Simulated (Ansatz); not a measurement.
# Be (Cmmm) in Ansatz: further runs

One crystal, Be, is run at these levels: PBE; tasks: single point.

Program: Ansatz 0.2.0. These are calculated values, not measurements. Logs are shortened: lines on timing, memory, paths and dates and some standing lists are left out, and cuts for length are marked.

### 1 The cell of the first run

The structure is orthorhombic, space group Cmmm (No. 65). Conventional cell: a = 3.126 Å, b = 3.189 Å, c = 2.066 Å, α = 90.00°, β = 90.00°, γ = 90.00°. Be (site symmetry mmm) has 6 Be at 2.07 to 2.23 Å as nearest neighbours.

The cell was built by a generator and needn't be a form met in nature.

### 2 Single point, PBE (strained by +2 %)

The input, input.yaml:

```yaml
crystal:
  lattice:
    - [2.23274, 0.0223274, 0.0]
    - [0.0223274, 2.23274, 0.0]
    - [0.0, 0.0, 2.06565]
  atoms:
    - { symbol: Be, position: [0.5, 0.5, 0.0] }
hamiltonian:
  xc: pbe
  pseudopotentials: { kind: paw }
kpoints:
  mp_grid: { grid: [12, 12, 13] }
scf:
  occupations: { method: fermi_dirac, width: 0.05 }
output:
  forces: true
  stress: true
  eigenvalues: true
```

Potentials or basis: Ansatz PAW.

Command:

```console
> ansatz run input.yaml --threads 2 --pin off --max-ram 5632MiB --backend cpu --events-out ev --progress --plain --runs-dir out
```

What it wrote:

```text
Warning: RAYON_NUM_THREADS=2 ignored (pool sized by the plan → 2); use --threads N
Engine: ansatz 0.2.0, aarch64-unknown-linux-gnu
Pseudopotentials: kind: paw
Pseudopotential: Be, paw, valence charge 2, recommended cutoff 420 eV (normal), Be.paw.azcp
Functional definition: PBE
  parameter kappa = 0.804
  parameter beta = 0.06672455060314922
  exchange = pbe_x(kappa = kappa, mu = beta*pi^2/3)
  correlation = pbe_c(beta = beta)
Crystal: 1 atoms, lattice volume = 10.296 Å³
Basis set: ecut = 420 eV, 195 PW (Γ), exchange–correlation on 30×30×30 points (8 copies of the dense FFT grid, shifted against one another)
Bands: 5, of which v1, the nominal top of the filled ones, is band 1 counted from 1 (0 counted from 0)
Symmetry: 8 space group operations
Space group: Cmmm (ITA 65), of the structure as read, at distance tolerance 2.2e-5 Å
k-points: 301 of 1872
Non-local potential: Be, projectors of the file, l = 0: 2, l = 1: 2, l = 2: 1
PAW form: soft (Blöchl's): semilocal exchange-correlation on the pseudo side does not see the compensation charge
PAW one-centre angular grid: Be, 110 points (default); XC on 64 Gauss nodes
Initial density: superposition of atomic densities (neutral atoms: chi_scale 0, normalization atom), corrected by the library's trained network
Initial wavefunctions: pseudopotential atomic-orbital guess
Functional: x = pbe(κ = 0.804, μ = 0.2195149727645171), c = pbe(β = 0.06672455060314922)
SCF iter   1: F=—  HF=-91.759703 eV  |F-HF|=—  |Δ(HF+E_count)|=         —  Δρ=2.46e-3  dr2=6.14e-4  ethr=1.77e-3  ⟨swp⟩=4.9  Hψ=14603  notcnv=0
preconditioner: auto → none  [metal: Δε(μ)=0.012 eV  Ē_g=15.461 eV  σ=0.050 eV  W_gap=0.06  n_scr=0 (ndim 8)  ℏωp=16.4 eV  f_vac=0.000  D(μ)=0.47/eV (n_scr^D=4)]
SCF iter   2: F=—  HF=-91.759639 eV  |F-HF|=—  |Δ(HF+E_count)|=   6.31e-5  Δρ=1.03e-3  dr2=1.06e-4  ethr=3.07e-5  ⟨swp⟩=1.0  Hψ=3916  notcnv=0
SCF iter   3: F=—  HF=-91.759626 eV  |F-HF|=—  |Δ(HF+E_count)|=   1.33e-5  Δρ=4.21e-5  dr2=6.08e-8  ethr=5.28e-6  ⟨swp⟩=1.0  Hψ=1834  notcnv=0
SCF iter   4: F=—  HF=-91.759521 eV  |F-HF|=—  |Δ(HF+E_count)|=   1.05e-4  Δρ=3.25e-6  dr2=4.83e-10  ethr=3.04e-9  ⟨swp⟩=1.9  Hψ=4554  notcnv=0
iter 5 did not close the SCF: its close was put off for the readings that it lacked (scf_convergence_deferred on its scf_iter line)
SCF iter   5: F=-91.759521 eV  HF=-91.759521 eV  |F-HF|=5.16e-12  |Δ(HF+E_count)|=  4.54e-10  Δρ=3.56e-7  dr2=5.00e-12  ethr=2.42e-11  ⟨swp⟩=1.7  Hψ=2067  notcnv=0
SCF iter   6: F=-91.759521 eV  HF=-91.759521 eV  |F-HF|=2.84e-14  |Δ(HF+E_count)|=  5.36e-12  Δρ=1.63e-8  dr2=1.16e-14  ethr=1.00e-12  ⟨swp⟩=1.0  Hψ=3940  notcnv=0
SCF 1 converged in 6 iterations: F = -91.759521 eV  dr2 = 1.16e-14
SCF converged after 6 iterations
Free energy (F): -91.759521 eV
Harris-Foulkes:  -91.759521 eV  (|F-HF|=2.84e-14)
Internal energy: -91.755685 eV  (E = F + TS)
E sigma→0 (E₀):  -91.757603 eV
Entropy (-TS):   -0.003836 eV (-3.836 meV/atom)
Fermi energy:    5.512325 eV
--- Per-component energies (eV) ---
  E_band       = 3.291084
  E_kinetic    = 18.225602
  E_local      = 0.490532  (includes V_loc(G=0)·N_el)
  E_nonlocal   = 5.140563
  E_hartree    = 0.113683
  E_xc         = -18.637573
  E_vxc        = -19.320082  (∫ρ·V_xc dr)
  E_paw        = -59.604358  (= ΣΔE_a)
  E_vpaw       = -1.472895  (= ΣTr[D̂ρ^β])
  E_aug_tail   = -0.000001  (compensation charges beyond the density's cutoff)
  E_ewald      = -37.484133
  E_smearing   = -0.003836  (= −TS)
  E_closure    = 0.000000  (closes the sum)
  Σ components = -91.759521   (vs F -91.759521, Δ=0.00e0)
--- Forces (eV/Å), atoms counted from 1 ---
  atom   1  Be     0.00000000     0.00000000     0.00000000
  max |Σ_I F_I| component: 4.93e-32 eV/Å
--- Stress (GPa, compression-positive) ---
        0.815938       2.066614       0.000000
        2.066614       0.815938       0.000000
        0.000000       0.000000      -1.163389
  P = ⅓ Tr σ = 0.1562 GPa (1.562 kbar)
--- Band table (eV; the first three rows and the last of 301) ---
  k-point 0: bands = ["-4.0512", "17.7657", "17.8981", "21.8001", "23.4462"]
  k-point 1: bands = ["-3.8908", "17.9384", "18.0705", "19.4579", "23.6486"]
  k-point 2: bands = ["-3.4115", "16.0292", "18.4475", "18.5797", "24.2540"]
  k-point 300: bands = ["10.1136", "11.0627", "11.4920", "18.6655", "18.8113"]
```

It took 0.66 s on 2 threads of Arm Neoverse V2, shared host; peak memory 0.26 GiB.

Results:

```yaml
Free_energy: -91.7595 eV
Pressure: 0.2 GPa
Band_gap_on_the_k_mesh: none (metal or under the smearing width)
```

### 3 Single point, PBE (strained by +4 %)

Changes to input.yaml since step 2:

```diff
@@ -2,4 +2,4 @@
   lattice:
-    - [2.23274, 0.0223274, 0.0]
-    - [0.0223274, 2.23274, 0.0]
+    - [2.23274, 0.0446548, 0.0]
+    - [0.0446548, 2.23274, 0.0]
     - [0.0, 0.0, 2.06565]
```

Potentials or basis: Ansatz PAW.

Command:

```console
> ansatz run input.yaml --threads 2 --pin off --max-ram 5632MiB --backend cpu --events-out ev --progress --plain --runs-dir out
```

It took 0.66 s on 2 threads of Arm Neoverse V2, shared host; peak memory 0.26 GiB.

Results (log left out):

| Item | Value |
| --- | --- |
| Free energy | -91.7634 eV |
| Pressure | 0.1 GPa |
| Band gap on the k mesh | none (metal or under the smearing width) |

Stress tensor (GPa, compression positive):
```
 0.99  4.08  0.00
 4.08  0.99  0.00
 0.00  0.00 -1.67
```

Levels at points of the mesh, in eV from the Fermi level:
```tsv
k point	band 1	band 2	band 3	band 4	band 5
(0.00, 0.00, 0.00)	-9.56	12.20	12.47	16.29	17.96
(0.00, -0.50, 0.00)	-4.68	-2.18	15.60	19.35	24.51
(-0.50, -0.50, 0.00)	-0.20	0.74	5.62	6.79	21.83
```
